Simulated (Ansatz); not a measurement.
Reaction (formal exchange of groups at the Si–Si bond): `O[SiH](F)[SiH2]Br` + `CCCS` → `O[SiH](F)CS` + `CC[SiH2]Br`

Gas-phase electronic energies from Ansatz, PBE0-D4/def2-TZVP geometries. CCSD(T)/CBS adds triple-zeta CCSD(T) − MP2 to the extrapolated MP2 energy (def2 sets, frozen cores). DFT in def2-TZVPP. B3LYP here is the variant with VWN-RPA as its local correlation; programs differ in this. For Br outer-core shells are correlated without core-valence functions, which leaves a few kJ/mol of doubt a bond. Scalar relativity is left out up to krypton. One conformer a species, not always the lowest.

`O[SiH](F)[SiH2]Br`:

Z-matrix (Å, degrees):
```
Si
F 1 1.599
Si 1 2.351 2 106.8
O 1 1.630 2 111.4 3 -118.2
H 1 1.479 2 107.3 3 125.3
Br 3 2.243 1 103.7 2 -86.4
H 3 1.483 1 115.0 2 30.9
H 3 1.484 1 113.1 2 157.8
H 4 0.961 1 117.2 2 80.5
```

`CCCS`:

```xyz
12

C     1.192    0.012    0.638
C    -0.319    0.091    0.754
C    -1.030    0.281   -0.575
S    -0.897   -1.111   -1.731
H     1.597    0.900    0.143
H     1.499   -0.865    0.064
H     1.658   -0.061    1.622
H    -0.593    0.934    1.400
H    -0.703   -0.813    1.238
H    -2.106    0.388   -0.417
H    -0.691    1.189   -1.078
H     0.393   -0.945   -2.059
```

`O[SiH](F)CS`:

Cartesian coordinates in Å:
```
O 0.030 1.550 -1.007
Si 0.941 0.417 -0.272
F 1.678 1.033 1.005
C -0.093 -1.007 0.358
S -1.685 -0.425 1.024
H -0.728 1.865 -0.507
H 1.976 0.016 -1.246
H -0.264 -1.782 -0.391
H 0.417 -1.485 1.199
H -2.271 -0.183 -0.160
```

`CC[SiH2]Br`:

```xyz
11

C    -0.179   -1.431    0.307
C    -0.476    0.055    0.501
Si    0.523    1.130   -0.650
Br    0.037    3.278   -0.307
H    -0.772   -2.044    0.989
H     0.874   -1.659    0.496
H    -0.408   -1.757   -0.710
H    -1.536    0.267    0.331
H    -0.261    0.365    1.529
H     1.980    0.965   -0.416
H     0.218    0.830   -2.071
```

```json
{"level": "B3LYP-D4", "ΔE (kcal/mol)": "-10.6"}
{"level": "ωB97X-V", "ΔE (kcal/mol)": "-10.9"}
{"level": "ωB97M-V", "ΔE (kcal/mol)": "-13.2"}
{"level": "HF/def2-TZVPP", "ΔE (kcal/mol)": "-12.4"}
{"level": "MP2/def2-TZVPP", "ΔE (kcal/mol)": "-13.2"}
{"level": "SCS-MP2/def2-TZVPP", "ΔE (kcal/mol)": "-12.6"}
{"level": "CCSD(T)/def2-TZVPP", "ΔE (kcal/mol)": "-11.8"}
{"level": "HF/def2-QZVPP", "ΔE (kcal/mol)": "-12.5"}
```

Task: What does CCSD(T)/CBS give? (An estimate is asked.)

Result: Computed: -11.6 kcal/mol. The listed levels differ from it by 1.0, 0.7, -1.6, -0.8, -1.6, -1.0, -0.2, -0.9 kcal/mol.

Largest T1 diagnostic among the species: 0.011.

From PBE to PBE0 (25 % exact exchange), in def2-TZVPP and without D4, ΔE moves by −1.1 kcal/mol.

CCSD(T)/CBS has its own doubt, a few kJ/mol and more with outer-core shells, so smaller differences from it don't rank the levels.
